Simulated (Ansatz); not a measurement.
## AlNi under strain

Computed with DFT PBE, scalar-relativistic, plane waves, PAW in Ansatz 0.2.0. Settings: 420 eV cutoff, 18×18×18 k-mesh, Gaussian smearing of 0.10 eV, no spin polarisation.

The relaxed crystal:

```xyz
2
Lattice="2.8931 0.0000 0.0000 0.0000 2.8931 0.0000 0.0000 0.0000 2.8931" Properties=species:S:1:pos:R:3 pbc="T T T"
Al    1.4465    1.4465    1.4465
Ni    0.0000    0.0000    0.0000
```

Deformation: uniaxial strain along c, with the lengths of a and b and the atoms relaxed and the angles held, all within the symmetry that the strain leaves. Energies are extrapolated to zero smearing. Stress is positive in compression, on the Cartesian axes of the cell above.

Strains computed: -4.5, -3.0, -1.5, +1.5, +3.0, +4.5 %.

(1) At which strain does the energy stand 0.8 meV/atom over the relaxed crystal with σxx = 0.00, σyy = 0.00, σzz = 1.54 GPa?

Answers

(1) -1.5 %.

Cost: 7 runs of about 5.3 core-minutes in all, on Arm Neoverse V1 (shared hosts).